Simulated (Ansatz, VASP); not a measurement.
## One calculation of Mg, two programs

```
Mg
1.0
    -1.49593    1.49593    1.49593
     1.49593   -1.49593    1.49593
     1.49593    1.49593   -1.49593
Mg
1
Direct
  0.00000 0.00000 0.00000
```

Change from the starting cell: functional lda, volume scaled by 1.04.

Alike in both runs: task single point; functional LDA; k mesh 16 × 16 × 16; occupations fermi-dirac, width 0.05 eV; no spin polarisation.

|  | VASP | Ansatz |
| --- | --- | --- |
| version | VASP 6.6.1 | Ansatz 0.2.0 |
| potentials or method | VASP PAW LDA potentials, release 64 (Mg), cutoff 520 eV | all-electron LAPW, scalar-relativistic |

Ansatz gave:

| Item | Value |
| --- | --- |
| pressure (GPa) | 47.5 |

**Question.** Estimate VASP's values.

**Answer.** Pressure (GPa): 47.7.

Ansatz ran all-electron here, so the differences hold the error of VASP's frozen core and of both bases.

Caveats: so large a pressure means that the cell lies far from this level's equilibrium, or that cutoff or potentials fall short (VASP).
